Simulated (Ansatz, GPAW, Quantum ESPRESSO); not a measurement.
# SrCl2: valence-band photoemission

Wanted: projected DOS of SrCl2, weighted into photoemission and X-ray emission spectra, at several levels of theory.

Main program and level: Ansatz 0.2.0, Quantum ESPRESSO 7.5 and GPAW 26.7.0; DFT, PBEsol, plane-wave PAW, default files, scalar-relativistic, in the first sound run; inputs show where later runs differ.

### Step 1. Set-up

It takes space group Fm-3m (No. 225, cubic). The conventional cell has a = 6.977 Å, b = 6.977 Å, c = 6.977 Å, α = 90.00°, β = 90.00°, γ = 90.00°. Nearest to Sr lie 8 Cl at 3.02 Å. Cl has 4 Sr at 3.02 Å nearest. Farther neighbours and most contacts between anions are not listed.

### Step 2. The base run

First the ground state, then the DOS by atom and shell, which the cross sections turn into spectra. The DOS is taken on a denser mesh than the density.

input.yaml

```yaml
crystal:
  lattice:
    - [0.0, 3.48835, 3.48835]
    - [3.48835, 0.0, 3.48835]
    - [3.48835, 3.48835, 0.0]
  atoms:
    - { symbol: Sr, position: [0.0, 0.0, 0.0] }
    - { symbol: Cl, position: [0.75, 0.75, 0.75] }
    - { symbol: Cl, position: [0.25, 0.25, 0.25] }
kpoints:
  mp_grid: { grid: [6, 6, 6] }
  band_path:
    path:
      - [[0.0, 0.0, 0.0], [0.5, 0.0, 0.5], [0.625, 0.25, 0.625]]
      - [[0.375, 0.375, 0.75], [0.0, 0.0, 0.0], [0.5, 0.5, 0.5], [0.5, 0.25, 0.75], [0.5, 0.0, 0.5]]
    npoints: 15
scf:
  occupations: { method: fermi_dirac, width: 0.02 }
  n_extra_bands: 10
hamiltonian:
  xc: pbesol
  pseudopotentials: { kind: paw }
output:
  forces: true
  stress: true
  dos:
    projected: true
    de: 0.05
    e_range: [-28, 12]
    nscf_kmesh: { grid: [12, 12, 12] }
  fatbands: true
  write_density: true
  write_potential: true
  elf: true
  volumetric_format: npy
```

The run is started by

```
$ ansatz run input.yaml --threads 4 --pin off --max-ram 8192MiB --backend cpu --events-out ev --progress --plain --runs-dir out
```

Numbers of over 12 decimals in the logs are rounded to 6 here.

Log:

```text
scf.n_extra_bands = 10 over 12 filled bands (N_el = 24.0): the run solves 22 bands
Engine: ansatz 0.2.0, aarch64-unknown-linux-gnu
Pseudopotentials: kind: paw
Pseudopotential: Sr, paw, valence charge 10, recommended cutoff 420 eV (normal), Sr.paw.azcp
Pseudopotential: Cl, paw, valence charge 7, recommended cutoff 420 eV (normal), Cl.paw.azcp
Functional definition: PBEsol
  exchange = pbesol_x
  correlation = pbesol_c
Crystal: 3 atoms, lattice volume = 84.897 Å³
Basis set: ecut = 420 eV, 1639 PW (Γ), exchange–correlation on 72×72×72 points (8 copies of the dense FFT grid, shifted against one another)
Bands: 22, of which v1, the nominal top of the filled ones, is band 12 counted from 1 (11 counted from 0)
Symmetry: 48 space group operations
Space group: Fm-3m (ITA 225), of the structure as read, at distance tolerance 4.4e-5 Å
k-points: 16 of 216
Non-local potential: Sr, projectors of the file, l = 0: 3, l = 1: 2, l = 2: 2
Non-local potential: Cl, projectors of the file, l = 0: 2, l = 1: 2, l = 2: 2
PAW form: soft (Blöchl's): semilocal exchange-correlation on the pseudo side does not see the compensation charge
PAW frozen core: Sr, regenerated for the run's functional, and the local potential with it (the file was generated under x = pbe(κ = 0.804, μ = 0.219515), c = pbe(β = 0.066725))
PAW frozen core: Cl, regenerated for the run's functional, and the local potential with it (the file was generated under x = pbe(κ = 0.804, μ = 0.219515), c = pbe(β = 0.066725))
PAW one-centre angular grid: Sr, 110 points (default); XC on 64 Gauss nodes
PAW one-centre angular grid: Cl, 110 points (default); XC on 64 Gauss nodes
Initial density: superposition of atomic densities (neutral atoms: chi_scale 0, normalization atom), corrected by the library's trained network
Initial wavefunctions: pseudopotential atomic-orbital guess
Functional: x = pbesol(κ = 0.804, μ = 0.123457), c = pbesol(β = 0.046)
SCF iter   1: F=—  HF=-5621.363083 eV  |F-HF|=—  |Δ(HF+E_count)|=         —  Δρ=3.92e-3  dr2=1.96e-2  ethr=1.77e-3  ⟨swp⟩=10.4  Hψ=2432  notcnv=0  defer=1
preconditioner: auto → none  [insulator: Δε(μ)=5.078 eV  Ē_g=15.809 eV  σ=0.020 eV  W_gap=1.00  n_scr=14 (ndim 8)  ℏωp=18.9 eV  f_vac=0.093  D(μ)=0.00/eV (n_scr^D=0)  ε∞_Penn≈2.4]
SCF iter   2: F=—  HF=-5621.359014 eV  |F-HF|=—  |Δ(HF+E_count)|=   4.07e-3  Δρ=1.17e-3  dr2=6.71e-4  ethr=8.15e-5  ⟨swp⟩=2.8  Hψ=747  notcnv=0  defer=36
SCF iter   3: F=—  HF=-5621.359035 eV  |F-HF|=—  |Δ(HF+E_count)|=   2.10e-5  Δρ=5.08e-4  dr2=1.16e-4  ethr=2.79e-6  ⟨swp⟩=2.7  Hψ=566  notcnv=0  defer=36
SCF iter   4: F=—  HF=-5621.359103 eV  |F-HF|=—  |Δ(HF+E_count)|=   6.86e-5  Δρ=1.16e-4  dr2=6.67e-6  ethr=4.84e-7  ⟨swp⟩=2.0  Hψ=488  notcnv=0  defer=36
SCF iter   5: F=—  HF=-5621.359118 eV  |F-HF|=—  |Δ(HF+E_count)|=   1.48e-5  Δρ=1.31e-5  dr2=8.60e-8  ethr=2.78e-8  ⟨swp⟩=2.6  Hψ=501  notcnv=0  defer=36
SCF iter   6: F=-5621.359118 eV  HF=-5621.359118 eV  |F-HF|=5.69e-10  |Δ(HF+E_count)|=   2.84e-7  Δρ=1.83e-6  dr2=1.94e-9  ethr=3.58e-10  ⟨swp⟩=12.4  Hψ=2367  notcnv=0
SCF 1 converged in 6 iterations: F = -5621.359118 eV  dr2 = 1.94e-9
  greatest PAW one-centre occupation: 0.986 electrons in one spin orbital (limit 2), on the Sr atom at site 0 (counted from 0), in its partial waves of l = 0
NSCF: frozen V_eff on 92 k-points
NSCF: frozen V_eff on 72 k-points
SCF converged after 6 iterations
Free energy (F): -5621.359118 eV
Harris-Foulkes:  -5621.359118 eV  (|F-HF|=5.69e-10)
Internal energy: -5621.359118 eV  (E = F + TS)
E sigma→0 (E₀):  -5621.359118 eV
Fermi energy:    5.609280 eV
--- Per-component energies (eV) ---
  E_band       = -148.525571
  E_kinetic    = 566.919251
  E_local      = -1181.810846  (includes V_loc(G=0)·N_el)
  E_nonlocal   = 261.050740
  E_hartree    = 323.417550
  E_xc         = -384.277404
  E_vxc        = -405.140736  (∫ρ·V_xc dr)
  E_paw        = -3928.182171  (= ΣΔE_a)
  E_vpaw       = -36.380413  (= ΣTr[D̂ρ^β])
  E_aug_tail   = 0.000186  (compensation charges beyond the density's cutoff)
  E_ewald      = -1278.767635
  E_core_change = 0.291212  (= ΣΔE_core)
  E_smearing   = -0.000000  (= −TS)
  E_closure    = 0.000000  (closes the sum)
  Σ components = -5621.359118   (vs F -5621.359118, Δ=0.00e0)
--- Forces (eV/Å), atoms counted from 1 ---
  atom   1  Sr    -0.00000000     0.00000000     0.00000000
  atom   2  Cl     0.00000000     0.00000000     0.00000000
  atom   3  Cl     0.00000000     0.00000000    -0.00000000
  max |Σ_I F_I| component: 2.60e-18 eV/Å
--- Stress (GPa, compression-positive) ---
       -1.057395       0.000000      -0.000000
       -0.000000      -1.057395      -0.000000
        0.000000      -0.000000      -1.057395
  P = ⅓ Tr σ = -1.0574 GPa (-10.574 kbar)
--- Band table (eV; the first three rows and the last of 16) ---
  k-point 0: bands = [... 8 lower, 0.8659, 2.6853, 2.6853, 2.6853, 8.1687, 9.0038, 9.0038, 11.8356, ... 6 higher]
  k-point 1: bands = [... 8 lower, 1.0539, 2.3636, 2.5326, 2.5326, 8.7720, 9.2185, 9.2185, 10.9001, ... 6 higher]
  k-point 2: bands = [... 8 lower, 1.4098, 1.8311, 2.1962, 2.1962, 9.5508, 9.5508, 9.7093, 10.8886, ... 6 higher]
  k-point 15: bands = [... 8 lower, 1.4429, 2.1825, 2.6803, 2.9546, 8.8622, 10.0259, 10.1934, 10.3478, ... 6 higher]
```

Run time: 3.5 s. Hardware: 4 threads of Arm Neoverse V2, shared host; peak memory 0.37 GiB; 12 s of CPU time.

Reading the cycles: dr2 is the Hartree energy of the density residual (eV), the measure of convergence; HF is the Harris–Foulkes estimate of the energy, which meets the free energy F at convergence.

This step gave:

- free energy: -5621.3591 eV
- Fermi energy: 5.609 eV
- symmetry operations: 48
- pressure: -1.057 GPa
- gap on the k-mesh: 5.143 eV
- zero of energy: valence-band maximum
- share of occupied states in no projected shell: 0.0089 of the occupied states in the window
- gap on the path: 5.143 eV
- least direct gap on the path: 5.362 eV
- valence top on path: 0 eV

Electronic bands along the path, in eV, zero at the valence-band maximum; v1 is the highest filled band, c1 the lowest empty one:

| point | v4 | v3 | v2 | v1 | c1 | c2 | c3 |
| --- | --- | --- | --- | --- | --- | --- | --- |
| Γ | -2.16 | -0.34 | -0.34 | -0.34 | 5.14 | 5.98 | 5.98 |
| 0.47 of the way | -1.64 | -1.33 | -0.33 | -0.33 | 5.94 | 6.48 | 6.50 |
| X | -1.91 | -0.41 | -0.41 | 0.00 | 5.36 | 6.93 | 7.54 |
| 0.53 of the way | -1.86 | -0.50 | -0.45 | -0.03 | 5.53 | 6.95 | 7.45 |
| U | -1.75 | -0.73 | -0.54 | -0.11 | 5.82 | 7.02 | 7.25 |
| jump to K | -1.75 | -0.73 | -0.54 | -0.11 | 5.82 | 7.02 | 7.25 |
| 0.47 of the way | -1.43 | -1.39 | -1.05 | -0.30 | 6.24 | 6.59 | 6.66 |
| Γ | -2.16 | -0.34 | -0.34 | -0.34 | 5.14 | 5.98 | 5.98 |
| 0.53 of the way | -1.75 | -1.00 | -0.69 | -0.69 | 6.37 | 6.41 | 6.41 |
| L | -1.53 | -1.34 | -1.06 | -1.06 | 6.62 | 6.62 | 7.43 |
| 0.53 of the way | -1.40 | -1.18 | -0.51 | -0.51 | 6.18 | 6.84 | 7.28 |
| W | -1.23 | -1.23 | -0.32 | -0.10 | 6.11 | 6.90 | 7.12 |
| 0.53 of the way | -1.74 | -0.64 | -0.37 | -0.04 | 5.61 | 6.96 | 7.36 |
| X | -1.91 | -0.41 | -0.41 | 0.00 | 5.36 | 6.93 | 7.54 |

Of the projections kept (Sr s, Cl s, Cl p, not projected), the largest for each band there; the rest of the weight can lie on other orbitals:

| point | v4 | v3 | v2 | v1 | c1 | c2 | c3 |
| --- | --- | --- | --- | --- | --- | --- | --- |
| Γ | Cl p 0.97 | Cl p 0.99 | Cl p 0.99 | Cl p 0.99 | Sr s 0.77 | not projected 1.00 | not projected 1.00 |
| X | Cl p 0.98 | Cl p 0.97 | Cl p 0.97 | Cl p 1.00 | not projected 0.99 | not projected 1.00 | not projected 1.00 |
| U | Cl p 0.97 | Cl p 0.97 | Cl p 0.98 | Cl p 0.99 | not projected 0.98 | not projected 1.00 | not projected 1.00 |
| K | Cl p 0.97 | Cl p 0.97 | Cl p 0.98 | Cl p 0.99 | not projected 0.98 | not projected 1.00 | not projected 1.00 |
| Γ | Cl p 0.97 | Cl p 0.99 | Cl p 0.99 | Cl p 0.99 | Sr s 0.77 | not projected 1.00 | not projected 1.00 |
| L | Cl p 0.85 | Cl p 0.98 | Cl p 0.98 | Cl p 0.98 | not projected 1.00 | not projected 1.00 | not projected 0.92 |

The electronic bands as a text plot (rows in eV):

```
    7.3 |        +++++++++++++                  +++++++++++  ++++
    6.9 |      +++ +++++++++++++              ++    +++++++++++++
    6.5 |     ++                +++        +++++++++++
    6.0 |+++++++          +++++++++++++++++++         +++++++
    5.6 |  +++  ++++   +++         ++     +                  +++
    5.2 |++         +++              +++++                      +
    4.7 |
    4.3 |
    3.9 |
    3.4 |
    3.0 |
    2.6 |
    2.2 |
    1.7 |
    1.3 |
    0.9 |
    0.4 |
    0.0 |          *********                             ********
   -0.4 |****************** *****************        ************
   -0.9 |  **   **       ****** ****      ************     ***
   -1.3 |    ***            *****            ***************
   -1.7 |   ****   *****************       **********       *****
   -2.2 |**********         *****************        ***********
   -2.6 |         **********                            *********
         Γ           X  U|K            Γ         L        W     X
```

The DOS has structure finer than the step of the table below, so its rows give means over 1 eV, whole bins alone (the curve runs from -16.6 to 11.1 eV). Peaks (eV: height): total -15.0: 15.4, -14.8: 29.0, -12.5: 13.8, -2.0: 9.82; Cl 3p -2.0: 9.39, -0.4: 9.01; Cl 3s -15.0: 1.67, -12.5: 12.5; Sr 5p -12.5: 1.20; Sr 5s -12.8: 0.394, 7.2: 0.461, 8.7: 1.22, 9.7: 0.512.

Table of DOS by E, zero at the valence-band maximum; means over each step; values in states/eV/cell:

| E (eV) | total | Cl 3p | Cl 3s | Sr 5p | Sr 5s | Sr 4p |
| --- | --- | --- | --- | --- | --- | --- |
| -16 | 0 | 0 | 0 | 0 | 0 | 0 |
| -15 | 6.00 | 0.0650 | 0.270 | 0 | 0.0285 | 5.63 |
| -14 | 0 | 0 | 0 | 0 | 0 | 0 |
| -13 | 3.49 | 0.00435 | 3.09 | 0.258 | 0.133 | 0 |
| -12 | 0.513 | 6.4e-4 | 0.469 | 0.0418 | 0.00158 | 0 |
| -11 | 0 | 0 | 0 | 0 | 0 | 0 |
| -10 | 0 | 0 | 0 | 0 | 0 | 0 |
| -9 | 0 | 0 | 0 | 0 | 0 | 0 |
| -8 | 0 | 0 | 0 | 0 | 0 | 0 |
| -7 | 0 | 0 | 0 | 0 | 0 | 0 |
| -6 | 0 | 0 | 0 | 0 | 0 | 0 |
| -5 | 0 | 0 | 0 | 0 | 0 | 0 |
| -4 | 0 | 0 | 0 | 0 | 0 | 0 |
| -3 | 0.328 | 0.284 | 8.2e-4 | 4.5e-4 | 0.0395 | 0 |
| -2 | 5.23 | 4.95 | 0.0179 | 0.0345 | 0.141 | 0 |
| -1 | 4.17 | 4.03 | 0.0132 | 0.0201 | 0.0336 | 0 |
| 0 | 2.27 | 2.23 | 0.00133 | 0.00505 | 0.00238 | 0 |
| 1 | 0 | 0 | 0 | 0 | 0 | 0 |
| 2 | 0 | 0 | 0 | 0 | 0 | 0 |
| 3 | 0 | 0 | 0 | 0 | 0 | 0 |
| 4 | 0 | 0 | 0 | 0 | 0 | 0 |
| 5 | 0.0522 | 5.0e-4 | 0.00370 | 2.6e-5 | 0.0144 | 0 |
| 6 | 2.44 | 0.0273 | 0.0372 | 0.00113 | 0.191 | 0 |
| 7 | 3.94 | 0.0455 | 0.0440 | 0.00157 | 0.347 | 0 |
| 8 | 3.86 | 0.115 | 0.0221 | 6.8e-4 | 0.227 | 0 |
| 9 | 2.73 | 0.138 | 0.0253 | 8.4e-4 | 0.649 | 0 |
| 10 | 1.73 | 0.0312 | 0.00145 | 1.5e-4 | 0.0855 | 0 |

Simulated valence spectra by photon energy, shown to 13 eV, since a deeper line would dwarf them at some energies; the 100 % can be that line's tail at the edge; this run's widths, added to any smearing of the DOS itself: Gaussian 0.1 eV, Lorentzian 0.1 eV plus 0.08 an eV of depth. Table of intensity by binding energy, zero at the valence-band maximum; values in % of the maximum within 13 eV:

| binding energy (eV) | 21.2 eV | 100 eV | 1486.7 eV | 5950 eV | 8047.8 eV |
| --- | --- | --- | --- | --- | --- |
| -1.0 | 1.19 | 1.26 | 1.24 | 0.561 | 0.492 |
| -0.5 | 2.38 | 2.46 | 2.08 | 0.772 | 0.652 |
| 0.0 | 15.0 | 15.0 | 10.6 | 2.67 | 2.02 |
| 0.5 | 88.7 | 88.8 | 60.9 | 13.9 | 10.1 |
| 1.0 | 59.4 | 59.6 | 41.4 | 10.1 | 7.61 |
| 1.5 | 56.2 | 56.5 | 39.7 | 10.3 | 7.97 |
| 2.0 | 83.8 | 84.1 | 58.7 | 14.9 | 11.5 |
| 2.5 | 25.2 | 25.5 | 18.7 | 5.98 | 5.11 |
| 3.0 | 5.08 | 5.26 | 4.39 | 1.72 | 1.51 |
| 3.5 | 1.93 | 2.09 | 2.21 | 1.12 | 1.01 |
| 4.0 | 1.08 | 1.25 | 1.70 | 1.04 | 0.953 |
| 4.5 | 0.700 | 0.892 | 1.54 | 1.06 | 0.985 |
| 5.0 | 0.495 | 0.710 | 1.52 | 1.13 | 1.06 |
| 5.5 | 0.370 | 0.614 | 1.57 | 1.24 | 1.17 |
| 6.0 | 0.287 | 0.567 | 1.69 | 1.38 | 1.31 |
| 6.5 | 0.230 | 0.554 | 1.86 | 1.56 | 1.48 |
| 7.0 | 0.188 | 0.568 | 2.09 | 1.79 | 1.71 |
| 7.5 | 0.157 | 0.609 | 2.40 | 2.09 | 1.99 |
| 8.0 | 0.133 | 0.681 | 2.80 | 2.47 | 2.37 |
| 8.5 | 0.115 | 0.792 | 3.34 | 2.98 | 2.86 |
| 9.0 | 0.0995 | 0.961 | 4.08 | 3.69 | 3.55 |
| 9.5 | 0.0872 | 1.22 | 5.14 | 4.69 | 4.53 |
| 10.0 | 0.0771 | 1.63 | 6.72 | 6.21 | 6.02 |
| 10.5 | 0.0686 | 2.35 | 9.27 | 8.68 | 8.47 |
| 11.0 | 0.0615 | 3.71 | 13.8 | 13.2 | 12.9 |
| 11.5 | - | 6.74 | 23.4 | 22.7 | 22.4 |
| 12.0 | - | 14.8 | 47.3 | 46.9 | 46.7 |
| 12.5 | - | 30.3 | 93.3 | 93.4 | 93.4 |

Maxima picked by a test of local sharpness, so broad peaks and shoulders can be missing; peaks within 0.45 eV of a curve's cut are left out. Valence peaks, by row:

| photon energy (eV) | binding energy (eV) | height (% of the maximum within 13 eV) | main shell | its share (%) |
| --- | --- | --- | --- | --- |
| 21.2 | 2.005 | 85.43 | Cl 3p | 99.95 |
| 21.2 | 0.4053 | 100 | Cl 3p | 99.99 |
| 100 | 14.86 | 10.79 | Sr 4p | 57.42 |
| 100 | 12.66 | 32.26 | Cl 3s | 97.73 |
| 100 | 2.005 | 85.79 | Cl 3p | 99.34 |
| 100 | 0.4053 | 100 | Cl 3p | 99.79 |
| 1487 | 14.86 | 162.4 | Sr 4p | 92.79 |
| 1487 | 12.66 | 100 | Cl 3s | 87.09 |
| 1487 | 2.005 | 59.8 | Cl 3p | 96.3 |
| 1487 | 0.4053 | 68.33 | Cl 3p | 98.67 |
| 5950 | 14.86 | 129.2 | Sr 4p | 90.82 |
| 5950 | 12.66 | 100 | Cl 3s | 89.6 |
| 5950 | 1.955 | 15.12 | Cl 3p | 81.82 |
| 5950 | 0.4053 | 15.41 | Cl 3p | 94.09 |
| 8048 | 14.86 | 116.4 | Sr 4p | 89.7 |
| 8048 | 12.66 | 100 | Cl 3s | 90.56 |
| 8048 | 1.955 | 11.67 | Cl 3p | 74.91 |
| 8048 | 0.4053 | 11.15 | Cl 3p | 91.83 |

Shapes are the site's partial DOS without matrix elements, which overweights lines from ligand s bands. The intensity by emission energy less the core level's binding energy, zero at the valence-band maximum; read off at these points; values in % of the unpolarised maximum:

| emission energy less the core level's binding energy (eV) | Cl K-beta | Cl L2,3 |
| --- | --- | --- |
| -16.0 | 0.422 | 5.44 |
| -15.0 | 0.764 | 13.1 |
| -14.0 | 0.572 | 20.6 |
| -13.0 | 0.434 | 81.8 |
| -12.6 | 0.424 | 99.0 |
| -12.0 | 0.413 | 52.1 |
| -11.0 | 0.439 | 12.2 |
| -10.0 | 0.521 | 4.96 |
| -9.0 | 0.654 | 2.67 |
| -8.0 | 0.862 | 1.66 |
| -7.0 | 1.20 | 1.14 |
| -6.0 | 1.81 | 0.826 |
| -5.0 | 3.06 | 0.631 |
| -4.0 | 6.45 | 0.504 |
| -3.0 | 23.6 | 0.476 |
| -2.0 | 93.5 | 1.22 |
| -1.0 | 96.3 | 1.02 |
| -0.7 | 99.8 | 0.822 |
| 0.0 | 52.3 | 0.311 |
| 1.0 | 9.18 | 0.210 |

Window up to 11.1 eV. Shell moments, by row:

| element | shell | occupied states an atom | centre of occupied part (eV) | rms width of occupied part (eV) | centre up to the window's top (eV) | rms width up to the window's top (eV) |
| --- | --- | --- | --- | --- | --- | --- |
| Sr | 5s | 0.3791 | -6.825 | 5.599 | 5.023 | 6.51 |
| Sr | 4p | 5.635 | -14.88 | 0.1033 | -14.88 | 0.1033 |
| Sr | 5p | 0.3598 | -10.8 | 4.178 | -10.57 | 4.609 |
| Cl | 3s | 1.929 | -12.73 | 1.211 | -12.06 | 3.793 |
| Cl | 3p | 5.782 | -1.373 | 1.257 | -1.075 | 2.089 |

Shapes are the site's partial DOS without matrix elements, which overweights lines from ligand s bands. Emission peaks, by row:

| line | energy (eV) | height (%) |
| --- | --- | --- |
| Cl K-beta | -1.755 | 99.02 |
| Cl K-beta | -0.7053 | 100 |
| Cl L2,3 | -12.66 | 100 |

ELF in the ac plane of a cell with a along [110], b along [-110] and c along [001] of the cube at fractional y = 0.000, with atoms of Sr and Cl within 0.2 Å of it. It is the smooth field of the valence electrons, not physical close to the nuclei.

Values, 10 rows by 16 columns, each cell a mean:
```
0.68 0.62 0.17 0.43 0.46 0.24 0.45 0.72 0.68 0.62 0.17 0.43 0.46 0.24 0.45 0.72
0.44 0.18 0.62 0.84 0.81 0.74 0.24 0.38 0.44 0.18 0.62 0.84 0.81 0.74 0.24 0.38
0.02 0.26 0.79 0.69 0.59 0.83 0.42 0.03 0.02 0.26 0.79 0.69 0.59 0.83 0.42 0.03
0.01 0.19 0.64 0.81 0.83 0.72 0.30 0.02 0.01 0.19 0.64 0.81 0.83 0.72 0.30 0.02
0.00 0.03 0.15 0.27 0.29 0.18 0.05 0.00 0.00 0.03 0.15 0.27 0.29 0.18 0.05 0.00
0.00 0.05 0.25 0.44 0.46 0.32 0.10 0.01 0.00 0.05 0.25 0.44 0.46 0.32 0.10 0.01
0.01 0.22 0.71 0.82 0.80 0.77 0.36 0.03 0.01 0.22 0.71 0.82 0.80 0.77 0.36 0.03
0.04 0.23 0.78 0.70 0.59 0.84 0.39 0.04 0.04 0.23 0.78 0.70 0.59 0.84 0.39 0.04
0.62 0.27 0.51 0.82 0.83 0.66 0.21 0.55 0.62 0.27 0.51 0.82 0.83 0.66 0.21 0.55
0.52 0.68 0.15 0.27 0.29 0.13 0.52 0.67 0.52 0.68 0.15 0.27 0.29 0.13 0.52 0.67
```
Columns run along a (9.9 Å), rows up along c (7.0 Å), edges of the conventional cell, whose origin can differ from the input's. Atoms in or near the plane, at fractional coordinates: Sr at (0.00, 0.00), Sr at (0.50, 0.00), Cl at (0.25, 0.75), Cl at (0.75, 0.75), Cl at (0.25, 0.25), Cl at (0.75, 0.25).

Electrostatic potential energy in the ac plane of a cell with a along [110], b along [-110] and c along [001] of the cube at fractional y = 0.000, with atoms of Sr and Cl within 0.2 Å of it. With pseudopotentials it is smooth inside the atoms' cores, unlike the true potential.

Ten even steps from '0' (-71 eV) to '9' (10 eV), each cell a mean:
```
0058999999972000589999999720
2479999999986324799999999863
7889987679998778899876799987
9999963348999999999633489999
9999852237999999998522379999
9999963348999999999633489999
9999987679999999999876799999
9999999999999999999999999999
9999999999999999999999999999
9999999999999999999999999999
9999999999999999999999999999
9999998899999999999988999999
9999975468999999999754689999
9999852247999999998522479999
9999852237999999998522379999
8899975468999888999754689998
5789998899987657899988999876
0278999999984002789999999840
0058999999971000589999999710
```
Columns run along a (9.9 Å; values clipped at the 3rd and 97th percentile), rows up along c (7.0 Å), edges of the conventional cell, whose origin can differ from the input's. Atoms in or near the plane, at fractional coordinates: Sr at (0.00, 0.00), Sr at (0.50, 0.00), Cl at (0.25, 0.75), Cl at (0.75, 0.75), Cl at (0.25, 0.25), Cl at (0.75, 0.25).

(Part 1 of 8 ends here.)

[Logs are printed without paths, hosts, clocks, repeated set-up lines and the standing remarks that a program may print on its own settings, such as how far it seeks lower states.]

[Hosts, paths, dates, database ids (printed as entryN), source tags and the programs' standing remarks are cut or masked in the printed files.]

[Maps of the electrostatic potential energy from Ansatz leave out the sawtooth potential of an applied field or a dipole correction, so their vacuum need not be flat; work functions include it.]

[Peak lists hold at most the 14 tallest peaks of each spectrum; further lines can be left out.]
